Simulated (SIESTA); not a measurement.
# Ta under changes of volume

One of the cells (18.819 Å³/atom); the others are scaled copies at fixed shape and fractional positions:

```
CELL_PARAMETERS angstrom
2.90037 0.00000 0.00000
-1.45019 2.51180 0.00000
0.00000 0.00000 5.16627
ATOMIC_POSITIONS crystal
Ta 0.33333 0.66667 0.25000
Ta 0.66667 0.33333 0.75000
```

This isn't the form of Ta at room conditions, which is bcc.

```yaml
Program: SIESTA 5.4.2
Functional: LDA
Potentials_or_basis: PseudoDojo 0.4 standard (LDA files)
Basis: DZP (energy shift 0.003 Ry; two zetas on semicore shells)
Grid_cutoff: 800 Ry
Energy_shift: 0.003 Ry
k_mesh: 11 × 11 × 5
Occupations: fermi-dirac, width 0.05 eV
Spin: no spin polarisation
```

```tsv
volume (Å³/atom)	energy over the lowest point (meV/atom)	pressure (GPa)
17.689	0.00	0.3
18.066	4.96	-4.3
18.442	20.19	-8.4
18.819	44.56	-12.1
19.195	77.23	-15.5
19.571	117.42	-18.5
19.948	?	?
```

Problem. What does the run at 19.948 Å³/atom give?

Solution. Energy over the lowest point 164.36 meV/atom; pressure -21.2 GPa.

Worked out: A Birch-Murnaghan fit of order 3 (a polynomial in V^(-2/3)) to the other rows has its minimum at 17.70 Å³/atom with B0 = V·E''(V) = 224 GPa and B' = 3.8 at fixed shape and positions, which overstates the stiffness. It gives 164.51 meV/atom at 19.948 Å³/atom, against the run's 164.36, and -dE/dV = -21.4 GPa, against -21.2.

Energies are extrapolated to zero smearing.

Caveats: short orbitals over semicore shells can move pressures by several GPa; the basis of atomic orbitals isn't converged, which shifts pressures, moduli and gaps.
